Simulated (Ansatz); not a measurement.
Computed with DFT PBE, scalar-relativistic, plane waves, PAW (Ansatz 0.2.0). All cells share a 420 eV cutoff and Γ-centred k meshes spaced at most about 0.3 Å⁻¹ (2π included). No spin polarisation in the final relaxations.

These are static total energies at zero pressure.

Compare these two cells of PbSe, each relaxed at this level.

A. Space group P6_3mc (No. 186), hexagonal, a = 4.267 Å, c = 7.928 Å. Around Pb lie 3 Se at 2.96 Å and 3 Se at 3.39 Å; around Se lie 3 Pb at 2.96 Å and 3 Pb at 3.39 Å.

B. Space group P6_3/mmc (No. 194), hexagonal, a = 4.270 Å, c = 7.646 Å. Pb is surrounded by 6 Se at 3.12 Å; Se is surrounded by 6 Pb at 3.12 Å.

Question: Which form is favoured at zero pressure, and by what margin per atom?

Answer: A is lower, by 7 meV/atom. The two are nearly one structure: a small distortion parts them. A has space group P6_3mc (No. 186), 31.3 Å³/atom and a gap of 0.72 eV on its mesh; B has the anti-nickel arsenide type, space group P6_3/mmc (No. 194), 30.2 Å³/atom and a gap of 0.20 eV. Counting Se atoms around Pb (those within 1.25 times the shortest such distance or 1.15 times the sum of covalent radii; a plus sign parts nearer from farther groups), A has Pb 3+3 and B has Pb 6. The lower one is the more open, so pressure narrows the difference. Both come from invented guesses. The part of the Crystallography Open Database at hand lists PbSe in space group No. 225, which no cell shown has.

These runs have no spin–orbit coupling, which can matter for Pb. Kohn–Sham gaps at this level usually fall short of measured ones. The missing spin–orbit coupling can work the other way here. With atoms moved at random, P6_3/mmc came back. Other cells relaxed within their symmetry can be saddle points.
